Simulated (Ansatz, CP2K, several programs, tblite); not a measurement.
Energy against volume for RuSi (P2_13) from a database of computed structures, at fixed shape and fractional coordinates, computed by several methods (PBE and r2SCAN, where shown, with plane waves in Ansatz); the cell shown is that of r2SCAN. With free coordinates or axes held, a curve is too stiff, and on another method's shape its minimum isn't the method's own volume. It is cubic, P2_13 (No. 198); conventional cell a = 4.705 Å, 13.02 Å³ an atom. Si is surrounded by 7 Ru at 2.38–2.70 Å; Ru is surrounded by 7 Si at 2.38–2.70 Å. (Simulation; spin polarisation is off.) Energies count from each curve's lowest point; fits are third-order Birch-Murnaghan.

```xyz
8
Lattice="4.7048 0.0000 0.0000 0.0000 4.7048 0.0000 0.0000 0.0000 4.7048" Properties=species:S:1:pos:R:3 pbc="T T T"
Si    0.7642    1.5882    3.1166
Si    1.5882    3.1166    0.7642
Si    3.1166    0.7642    1.5882
Si    3.9406    3.9406    3.9406
Ru    4.0960    2.9612    1.7436
Ru    2.9612    1.7436    4.0960
Ru    1.7436    4.0960    2.9612
Ru    0.6088    0.6088    0.6088
```

PBE/SZV (CP2K), on the shape of the cell shown:
```tsv
V (Å³/atom)	E (meV/atom)
11.456	708.84
12.237	366.84
13.018	156.62
13.799	42.86
14.580	0.00
```
The lowest point is an end point, so the minimum isn't bracketed.

Question: PBE, on the shape of its own relaxed cell, gives

| V (Å³/atom) | E (meV/atom) |
| --- | --- |
| 12.481 | 40.55 |
| 12.879 | 9.56 |
| 13.277 | 0.00 |
| 13.676 | 8.57 |
| 14.074 | 32.39 |

What equilibrium volume and bulk modulus follow?

Answer: V₀ = 13.28 Å³ an atom and B₀ = 242 GPa.

r2SCAN, on the shape of its own relaxed cell:
```tsv
V (Å³/atom)	E (meV/atom)
12.237	42.97
12.627	10.15
13.018	0.00
13.408	9.08
13.799	34.38
```
V₀ = 13.02 Å³ an atom and B₀ = 262 GPa.

GFN1-xTB (tblite), on the shape of the cell shown, as a cluster of 64 atoms at the zone centre:
```
V (Å³/atom)  E (meV/atom)
     11.456        725.88
     12.237        378.97
     13.018        168.10
     13.799         51.12
     14.580          0.00
```
The lowest point is an end point, so the minimum isn't bracketed.

PBE/DZVP (CP2K), on the shape of the cell shown:
```tsv
V (Å³/atom)	E (meV/atom)
11.456	250.29
12.237	71.07
13.018	0.00
13.799	6.89
14.580	70.14
```
V₀ = 13.32 Å³ an atom and B₀ = 238 GPa.
